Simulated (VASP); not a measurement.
# TiCo (Pm-3m) in VASP: further runs

One crystal, TiCo, is run at these levels: PBEsol, r2SCAN; tasks: single point.

All numbers are computed with VASP 6.6.1; they aren't measurements. Logs are shortened: lines on timing, memory, paths and dates and some standing lists are left out, and cuts for length are marked.

**1. Starting point**

The structure is cubic, space group Pm-3m (No. 221). Conventional cell: a = 2.935 Å, b = 2.935 Å, c = 2.935 Å, α = 90.00°, β = 90.00°, γ = 90.00°. Around Ti (site symmetry m-3m) lie 8 Co at 2.54 Å. Around Co (site symmetry m-3m) lie 8 Ti at 2.54 Å.

The cell comes from a database or a generator and needn't be the stable form of this composition.

**2. Single point, PBEsol, collinear spin, ferromagnetic start**

INCAR

```
PREC     = Accurate       # precision mode
ENCUT    = 520            # plane-wave cutoff, eV
EDIFF    = 1E-6           # SCF threshold, eV
ISMEAR   = 0              # smearing method
SIGMA    = 0.5            # smearing width, eV
LREAL    = F              # projectors in reciprocal space
LASPH    = T              # aspherical terms in the spheres
NELM     = 150            # most SCF steps
ALGO     = Normal         # electronic algorithm
ISIF     = 2              # what is computed and relaxed
LWAVE    = F              # write WAVECAR
LCHARG   = F              # write CHGCAR
ISPIN    = 2              # spin polarisation
MAGMOM   = 0 2            # initial moments
LORBIT   = 11             # projections on sites
LMAXMIX  = 4              # l up to which the mixer works
GGA      = PS             # functional
NBANDS   = 22             # bands
```

KPOINTS

```
Automatic mesh
0
Gamma
  14 14 14
```

POSCAR

```
TiCo
1.0
    2.9351000000      0.0000000000      0.0000000000
    0.0000000000      2.9351000000      0.0000000000
    0.0000000000      0.0000000000      2.9351000000
Ti Co
1 1
Direct
    0.0000000000      0.0000000000      0.0000000000
    0.5000000000      0.5000000000      0.5000000000
```

Potentials or basis: VASP PAW PBE potentials, release 64 (Ti_sv, Co).

Command:

```bash
$ cat potpaw_PBE.64/Ti_sv/POTCAR potpaw_PBE.64/Co/POTCAR > POTCAR
$ mpirun -np 1 vasp_std > vasp.out
```

OUTCAR:

```text
PREC = Accurate
   ENCUT = 520
   EDIFF = 1E-6
   ISMEAR = 0
   LREAL = F
   LASPH = T
   NELM = 150
   ISIF = 2
   ISPIN = 2
   LORBIT = 11
   GGA = PS

 ion  position               nearest neighbor table
   1  0.000  0.000  0.000-   2 2.54   2 2.54   2 2.54   2 2.54   2 2.54   2 2.54   2 2.54   2 2.54

   2  0.500  0.500  0.500-   1 2.54   1 2.54   1 2.54   1 2.54   1 2.54   1 2.54   1 2.54   1 2.54

  LATTYP: Found a simple cubic cell.
 ALAT       =     2.9351000000

  Lattice vectors:

 A1 = (   2.9351000000,   0.0000000000,   0.0000000000)
 A2 = (   0.0000000000,   2.9351000000,   0.0000000000)
 A3 = (   0.0000000000,   0.0000000000,   2.9351000000)

Analysis of symmetry for initial positions (statically):
=====================================================================
 Subroutine PRICEL returns:
 Original cell was already a primitive cell.

 Routine SETGRP: Setting up the symmetry group for a
 simple cubic supercell.

 Subroutine GETGRP returns: Found 48 space group operations
 (whereof 48 operations were pure point group operations)
 out of a pool of 48 trial point group operations.

The static configuration has the point symmetry O_h .

Analysis of symmetry for dynamics (positions and initial velocities):
=====================================================================
 Subroutine PRICEL returns:
 Original cell was already a primitive cell.

 Routine SETGRP: Setting up the symmetry group for a
 simple cubic supercell.

 Subroutine GETGRP returns: Found 48 space group operations
 (whereof 48 operations were pure point group operations)
 out of a pool of 48 trial point group operations.

The dynamic configuration has the point symmetry O_h .

Analysis of structural, dynamic, and magnetic symmetry:
=====================================================================
 Subroutine PRICEL returns:
 Original cell was already a primitive cell.

 Routine SETGRP: Setting up the symmetry group for a
 simple cubic supercell.

 Subroutine GETGRP returns: Found 48 space group operations
 (whereof 48 operations were pure point group operations)
 out of a pool of 48 trial point group operations.

The overall configuration has the point symmetry O_h .

 Subroutine INISYM returns: Found 48 space group operations
 (whereof 48 operations are pure point group operations),
 and found     1 'primitive' translations

----------------------------------------------------------------------------------------

                                     Primitive cell

  volume of cell :      25.2853

  direct lattice vectors                    reciprocal lattice vectors
     2.935100000  0.000000000  0.000000000     0.340703894  0.000000000  0.000000000
     0.000000000  2.935100000  0.000000000     0.000000000  0.340703894  0.000000000
     0.000000000  0.000000000  2.935100000     0.000000000  0.000000000  0.340703894

  length of vectors
     2.935100000  2.935100000  2.935100000     0.340703894  0.340703894  0.340703894

  position of ions in fractional coordinates (direct lattice)
     0.000000000  0.000000000  0.000000000
     0.500000000  0.500000000  0.500000000

  ion indices of the primitive-cell ions
   primitive index   ion index
                 1           1
                 2           2

----------------------------------------------------------------------------------------

 KPOINTS: Automatic mesh

Automatic generation of k-mesh.
 Grid dimensions read from file:
 generate k-points for:   14   14   14

 Generating k-lattice:

  Cartesian coordinates                     Fractional coordinates (reciprocal lattice)
     0.024335992  0.000000000  0.000000000     0.071428571  0.000000000  0.000000000
     0.000000000  0.024335992  0.000000000     0.000000000  0.071428571  0.000000000
     0.000000000  0.000000000  0.024335992     0.000000000  0.000000000  0.071428571

  Length of vectors
     0.024335992  0.024335992  0.024335992

  Shift w.r.t. Gamma in fractional coordinates (k-lattice)
     0.000000000  0.000000000  0.000000000

 Subroutine IBZKPT returns following result:
 ===========================================

 Found    120 irreducible k-points:

 Following reciprocal coordinates:
            Coordinates               Weight
  0.000000  0.000000  0.000000      1.000000
  0.071429  0.000000  0.000000      6.000000
  0.142857  0.000000  0.000000      6.000000
  0.214286  0.000000  0.000000      6.000000
  0.285714  0.000000  0.000000      6.000000
  0.357143  0.000000  0.000000      6.000000
[... 16 lines left out ...]
  0.285714  0.214286  0.000000     24.000000
  0.357143  0.214286  0.000000     24.000000
 [... further k-points ...]
   k-points           NKPTS =    120   k-points in BZ     NKDIM =    120   number of bands    NBANDS=     22
   number of dos      NEDOS =    301   number of ions     NIONS =      2
   total plane-waves  NPLWV =  13824
   dimension x,y,z NGX =    24 NGY =   24 NGZ =   24
   dimension x,y,z NGXF=    48 NGYF=   48 NGZF=   48
   ions per type =               1   1
   NGX,Y,Z   is equivalent  to a cutoff of  13.59, 13.59, 13.59 a.u.
   NGXF,Y,Z  is equivalent  to a cutoff of  27.19, 27.19, 27.19 a.u.
 SYSTEM =  unknown system
   PREC   = accura    normal or accurate (medium, high low for compatibility)
   ISTART =      0    job   : 0-new  1-cont  2-samecut
   ICHARG =      2    charge: 1-file 2-atom 10-const
   ISPIN  =      2    spin polarized calculation?
   LNONCOLLINEAR =      F non collinear calculations
   LSORBIT =      F    spin-orbit coupling
   LASPH  =      T    aspherical Exc in radial PAW
   ENCUT  =  520.0 eV  38.22 Ry    6.18 a.u.   5.46  5.46  5.46*2*pi/ulx,y,z
   NELM   =    150;   NELMIN=  2; NELMDL= -5     # of ELM steps
   EDIFF  = 0.1E-05   stopping-criterion for ELM
   LREAL  =      F    real-space projection
   EDIFFG = 0.1E-04   stopping-criterion for IOM
   NSW    =      0    number of steps for IOM
   IBRION =     -1    ionic relax: 0-MD 1-quasi-New 2-CG
   NFREE  =      0    steps in history (QN), initial steepest desc. (CG)
   ISIF   =      2    stress and relaxation
   ISYM   =      2    0-nonsym 1-usesym 2-fastsym
   POTIM  = 0.5000    time-step for ionic-motion
   TEBEG  =    0.0;   TEEND  =   0.0 temperature during run
   PSTRESS=    0.0 pullay stress
   NELECT =      21.0000    total number of electrons
   NUPDOWN=      -1.0000    fix difference up-down
   EMIN   =  10.00;   EMAX   =-10.00  energy-range for DOS
   EFERMI =   0.00;   METHOD = LEGACY
   ISMEAR =     0;   SIGMA  =   0.50  broadening in eV -4-tet -1-fermi 0-gaus
   EFERMI_NEDOS =   21; number of points for ismear=-14 and -15
   IALGO  =     38    algorithm
   IMIX   =      4    mixing-type and parameters
     AMIX     =   0.40;   BMIX     =  1.00
     AMIX_MAG =   1.60;   BMIX_MAG =  1.00
  volume/ion in A,a.u.               =      12.64        85.32
  Fermi-wavevector in a.u.,A,eV,Ry     =   1.538834  2.907974 32.218721  2.368009
  Thomas-Fermi vector in A             =   2.645147
   LORBIT       =     11    0 simple, 1 ext, 2 COOP (PROOUT), +10 PAW based schemes
   GGA     = PS    functional components
   LHFCALC =     F    Hartree Fock is set to
   AEXX    =    0.0000 exact exchange contribution
   IVDW    =     0    specifies the selected vdW correction
   LEPSILON=     F    determine dielectric tensor
   LRPA    =     F    only Hartree local field effects (RPA)
 spin polarized calculation
 Gauss-broadening in eV      SIGMA  =   0.50
  energy-cutoff  :      520.00
  volume of cell :       25.29
 maximum number of plane-waves:       707
 NGX is ok and might be reduce to    24
   NGX = 11   NGY = 11   NGZ = 11

 number of electron      21.0000008 magnetization      -0.0008836

 number of electron      21.0000008 magnetization       0.0010618

 Free energy of the ion-electron system (eV)
  ---------------------------------------------------
  ext. energy  EPLUGINS =         0.00000000
  ---------------------------------------------------
  free energy    TOTEN  =       -17.05000475 eV

  energy without entropy =      -16.75517185  energy(sigma->0) =      -16.90258830

 E-fermi :  10.3796     XC(G=0): -13.0119

 val. band max:       10.3754766665   @ k =   0.4286   0.3571   0.2143
 cond. band min:      10.3907332324   @ k =   0.5000   0.4286   0.2143
 fundamental gap:      0.0152565658
 Fermi energy:        10.3796425133

 spin component 1

 k-point     1 :       0.0000    0.0000    0.0000
  band No.  band energies     occupation
      1     -46.3925      1.00000
      2     -22.5689      1.00000
      3     -22.5689      1.00000
      4     -22.5689      1.00000
      5       2.5450      1.00000
      6       6.3911      1.00000
[... 14 lines left out ...]
     21      30.9157      0.00000
     22      31.7461      0.00000

 k-point     2 :       0.0714    0.0000    0.0000
  band No.  band energies     occupation
      1     -46.3905      1.00000
      2     -22.5875      1.00000
      3     -22.5676      1.00000
      4     -22.5676      1.00000
      5       2.6515      1.00000
      6       6.4391      1.00000
[... 14 lines left out ...]
     21      31.2269      0.00000
     22      31.4931      0.00000

 k-point     3 :       0.1429    0.0000    0.0000
  band No.  band energies     occupation
      1     -46.3849      1.00000
      2     -22.6391      1.00000
      3     -22.5640      1.00000
      4     -22.5640      1.00000
      5       2.9647      1.00000
      6       6.5805      1.00000
[... 14 lines left out ...]
     21      30.9533      0.00000
     22      31.8811      0.00000
[... 476 lines left out ...]
 k-point    23 :       0.2857    0.2143    0.0000
  band No.  band energies     occupation
      1     -46.3529      1.00000
      2     -22.7769      1.00000
      3     -22.6881      1.00000
      4     -22.5406      1.00000
      5       4.8119      1.00000
      6       7.0330      1.00000
[... 14 lines left out ...]
     21      29.5091      0.00000
     22      31.2425      0.00000

 k-point    24 :       0.3571    0.2143    0.0000
  band No.  band energies     occupation
      1     -46.3451      1.00000
      2     -22.8463      1.00000
      3     -22.6806      1.00000
      4     -22.5347      1.00000
      5       5.4034      1.00000
      6       7.0137      1.00000
[... 14 lines left out ...]
     21      28.9890      0.00000
     22      30.7914      0.00000

 [... further k-points ...]

 spin component 2

 k-point     1 :       0.0000    0.0000    0.0000
  band No.  band energies     occupation
      1     -46.3925      1.00000
      2     -22.5689      1.00000
      3     -22.5689      1.00000
      4     -22.5689      1.00000
      5       2.5449      1.00000
      6       6.3919      1.00000
[... 14 lines left out ...]
     21      30.9158      0.00000
     22      31.7458      0.00000

 k-point     2 :       0.0714    0.0000    0.0000
  band No.  band energies     occupation
      1     -46.3905      1.00000
      2     -22.5875      1.00000
      3     -22.5677      1.00000
      4     -22.5677      1.00000
      5       2.6514      1.00000
      6       6.4399      1.00000
[... 14 lines left out ...]
     21      31.2266      0.00000
     22      31.4929      0.00000

 k-point     3 :       0.1429    0.0000    0.0000
  band No.  band energies     occupation
      1     -46.3849      1.00000
      2     -22.6391      1.00000
      3     -22.5640      1.00000
      4     -22.5640      1.00000
      5       2.9647      1.00000
      6       6.5814      1.00000
[... 14 lines left out ...]
     21      30.9531      0.00000
     22      31.8809      0.00000
[... 476 lines left out ...]
 k-point    23 :       0.2857    0.2143    0.0000
  band No.  band energies     occupation
      1     -46.3529      1.00000
      2     -22.7769      1.00000
      3     -22.6881      1.00000
      4     -22.5406      1.00000
      5       4.8119      1.00000
      6       7.0338      1.00000
[... 14 lines left out ...]
     21      29.5089      0.00000
     22      31.2425      0.00000

 k-point    24 :       0.3571    0.2143    0.0000
  band No.  band energies     occupation
      1     -46.3451      1.00000
      2     -22.8463      1.00000
      3     -22.6806      1.00000
      4     -22.5347      1.00000
      5       5.4034      1.00000
      6       7.0143      1.00000
[... 14 lines left out ...]
     21      28.9888      0.00000
     22      30.7914      0.00000

 [... further k-points ...]
[... 5 lines left out ...]
  --------------------------------------------------------------------------------------
  -------------------------------------------------------------------------------------
  Total       -0.0018840     -0.0018840     -0.0018840     -0.0000000      0.0000000      0.0000000
  in kB       -0.1193756     -0.1193756     -0.1193756     -0.0000000      0.0000000      0.0000000
  external PRESSURE =      -0.1193756 kB  Pullay stress =       0.0000000 kB

 VOLUME and BASIS-vectors are now :
 -----------------------------------------------------------------------------
  energy-cutoff  :      520.00
  volume of cell :       25.29
      direct lattice vectors                 reciprocal lattice vectors
     2.935100000  0.000000000  0.000000000     0.340703894  0.000000000  0.000000000
     0.000000000  2.935100000  0.000000000     0.000000000  0.340703894  0.000000000
     0.000000000  0.000000000  2.935100000     0.000000000  0.000000000  0.340703894

 POSITION                                       TOTAL-FORCE (eV/Angst)
 -----------------------------------------------------------------------------------
      0.00000      0.00000      0.00000         0.000000      0.000000      0.000000
      1.46755      1.46755      1.46755         0.000000      0.000000      0.000000
 -----------------------------------------------------------------------------------
    total drift:                                0.000000      0.000000     -0.000000

  FREE ENERGIE OF THE ION-ELECTRON SYSTEM (eV)
  ---------------------------------------------------
  free  energy   TOTEN  =       -17.0500047539 eV

  energy  without entropy=      -16.7551718490  energy(sigma->0) =      -16.90258830

 total charge

# of ion       s       p       d       tot
------------------------------------------
    1        2.260   6.196   1.908  10.365
    2        0.540   0.478   7.371   8.389
--------------------------------------------------
tot          2.801   6.674   9.279  18.754

 magnetization (x)

# of ion       s       p       d       tot
------------------------------------------
    1       -0.000  -0.000  -0.000  -0.000
    2        0.000  -0.000   0.001   0.001
--------------------------------------------------
tot          0.000  -0.000   0.001   0.001
```

It took 57 s on 1 thread of Intel Xeon 6975P-C (Granite Rapids), shared host; peak memory 0.22 GiB.

What came out:

* Free energy: -17.0500 eV
* Pressure: 0.0 GPa
* Band gap on the k mesh: none (metal or under the smearing width)
* Net moment: 0.00 μB per cell
* Valence electrons inside the program's atomic spheres: Ti 10.37; Co 8.39

Levels at points of the mesh, in eV from the Fermi level:
Spin up:
| k point | band 6 | band 7 | band 8 | band 9 | band 10 | band 11 | band 12 | band 13 | band 14 | band 15 |
| --- | --- | --- | --- | --- | --- | --- | --- | --- | --- | --- |
| (0.00, 0.00, 0.00) | -3.99 | -3.99 | -1.50 | -1.50 | -1.50 | 0.88 | 0.88 | 3.00 | 3.00 | 3.00 |
| (0.50, 0.00, 0.00) | -3.83 | -2.51 | -1.59 | -1.59 | -1.06 | -0.80 | 0.18 | 0.75 | 0.75 | 2.45 |
| (0.50, 0.50, 0.00) | -3.91 | -2.51 | -2.51 | -0.61 | -0.11 | 0.78 | 0.78 | 1.37 | 2.84 | 2.84 |
| (0.50, 0.50, 0.50) | -2.50 | -2.50 | -2.17 | -2.17 | -2.17 | -0.58 | -0.58 | 3.45 | 3.45 | 7.54 |
Spin down:
| k point | band 6 | band 7 | band 8 | band 9 | band 10 | band 11 | band 12 | band 13 | band 14 | band 15 |
| --- | --- | --- | --- | --- | --- | --- | --- | --- | --- | --- |
| (0.00, 0.00, 0.00) | -3.99 | -3.99 | -1.50 | -1.50 | -1.50 | 0.88 | 0.88 | 3.00 | 3.00 | 3.00 |
| (0.50, 0.00, 0.00) | -3.83 | -2.50 | -1.58 | -1.58 | -1.06 | -0.80 | 0.18 | 0.75 | 0.75 | 2.45 |
| (0.50, 0.50, 0.00) | -3.91 | -2.51 | -2.51 | -0.61 | -0.11 | 0.78 | 0.78 | 1.37 | 2.84 | 2.84 |
| (0.50, 0.50, 0.50) | -2.50 | -2.50 | -2.17 | -2.17 | -2.17 | -0.58 | -0.58 | 3.45 | 3.45 | 7.54 |

Caveat: the starting moments collapsed, and a magnetic state may lie lower; the PAW data sets were made with another functional, which shifts forces and pressure a little.

**3. Single point, PBEsol, collinear spin, ferromagnetic start**

Changes to INCAR since step 2:

```diff
@@ -1,6 +1,6 @@
 PREC     = Accurate       # precision mode
-ENCUT    = 520            # plane-wave cutoff, eV
+ENCUT    = 900            # plane-wave cutoff, eV
 EDIFF    = 1E-6           # SCF threshold, eV
 ISMEAR   = 0              # smearing method
-SIGMA    = 0.5            # smearing width, eV
+SIGMA    = 0.1            # smearing width, eV
 LREAL    = F              # projectors in reciprocal space
```

KPOINTS is that of step 2.

POSCAR is that of step 2.

Potentials or basis: VASP PAW PBE potentials, release 64 (Ti_sv, Co).

Command:

```bash
$ cat potpaw_PBE.64/Ti_sv/POTCAR potpaw_PBE.64/Co/POTCAR > POTCAR
$ mpirun -np 1 vasp_std > vasp.out
```

It took 2.6 min on 1 thread of Intel Xeon 6975P-C (Granite Rapids), shared host; peak memory 0.37 GiB.

It converged, with:

```yaml
Free_energy: -16.9076 eV
Pressure: 0.0 GPa
Band_gap_on_the_k_mesh: none (metal or under the smearing width)
Net_moment: 0.57 μB per cell
Site_moments: Ti -0.01; Co +0.59 μB
Valence_electrons_inside_the_program's_atomic_spheres: Ti 10.36; Co 8.38
```

Levels at points of the mesh, in eV from the Fermi level:
Spin up:
```
           k point  band 7  band 8  band 9  band 10  band 11  band 12  band 13  band 14  band 15  band 16
(0.00, 0.00, 0.00)   -4.29   -1.80   -1.80    -1.80     0.61     0.61     2.86     2.86     2.86     9.27
(0.50, 0.00, 0.00)   -2.98   -1.90   -1.90    -1.39    -0.86    -0.28     0.65     0.65     2.35     4.12
(0.50, 0.50, 0.00)   -2.77   -2.77   -1.17    -0.54     0.69     0.69     1.20     2.66     2.66     3.28
(0.50, 0.50, 0.50)   -2.78   -2.27   -2.27    -2.27    -1.14    -1.14     3.36     3.36     7.36     8.73
```
Spin down:
```tsv
k point	band 8	band 9	band 10	band 11	band 12	band 13
(0.00, 0.00, 0.00)	-1.43	-1.43	-1.43	0.96	0.96	2.94
(0.50, 0.00, 0.00)	-1.50	-1.50	-0.96	-0.91	0.43	0.67
(0.50, 0.50, 0.00)	-2.48	-0.28	0.11	0.70	0.70	1.33
(0.50, 0.50, 0.50)	-2.25	-2.25	-2.25	-0.25	-0.25	3.34
```

Caveat: the PAW data sets were made with another functional, which shifts forces and pressure a little.

(Continued in part 2 of 2.)
